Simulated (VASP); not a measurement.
Runs of VASP 6.6.1 on Nb. Symmetry: P6_3/mmc, No. 194, hexagonal system. The conventional cell has a = 2.942 Å, b = 2.942 Å, c = 4.804 Å, α = 90.00°, β = 90.00°, γ = 120.00°. Nb (site symmetry -6m2) has 12 Nb at 2.94 Å as nearest neighbours. This isn't the form of Nb at room conditions, which is bcc.

```tsv
task	level	potentials or basis	cell	k mesh	cutoff (eV)	mesh quality	gap on the mesh (eV)	pressure (GPa)	relaxed volume (Å³/atom)
relaxation of cell and atoms	PBEsol	VASP PAW PBE potentials, release 64 (Nb_sv)	relaxed	18 × 18 × 10	600	not flagged	none	0.0	(c)
relaxation of cell and atoms	RPBE	VASP PAW PBE potentials, release 64 (Nb_sv)	relaxed	18 × 18 × 10	600	not flagged	none	0.0	18.95
relaxation of cell and atoms	PBEsol	VASP PAW PBE potentials, release 64 (Nb_pv)	relaxed	18 × 18 × 10	580	not flagged	none	0.0	18.25
relaxation of cell and atoms	PBE+D3(BJ)	VASP PAW PBE potentials, release 64 (Nb_sv)	relaxed	18 × 18 × 10	600	not flagged	none	0.0	(a)
relaxation of cell and atoms	LDA	VASP PAW LDA potentials, release 64 (Nb_sv)	relaxed	18 × 18 × 10	600	not flagged	none	0.0	17.62
relaxation of cell and atoms	PBE	VASP PAW PBE potentials, release 64 (Nb_sv)	relaxed	18 × 18 × 10	600	not flagged	none	0.0	18.62
single point	PBEsol	VASP PAW PBE potentials, release 64 (Nb_sv)	as given	18 × 18 × 10	520	not flagged	none	-0.1	-
relaxation of cell and atoms	PBEsol	VASP PAW PBE potentials, release 64 (Nb_sv)	relaxed	6 × 6 × 4	600	coarse	none	0.0	(b)
```

Alike in all rows: no spin polarisation; smearing gaussian 0.1 eV.

Question: Fill in the values left out.

Answer: (a) 17.91; (b) 17.83; (c) 18.00.

Caveats: some runs use coarse meshes; the PAW data sets were made with another functional, which shifts forces and pressure a little (some runs); pairwise dispersion overbinds metals, which lowers pressure and volume (some runs).

A k mesh can miss the band edges, and the runs leave out spin-orbit coupling on Nb.

A gap of «none» marks a metal or a gap under the smearing width.

Not every run made on this cell is shown here.
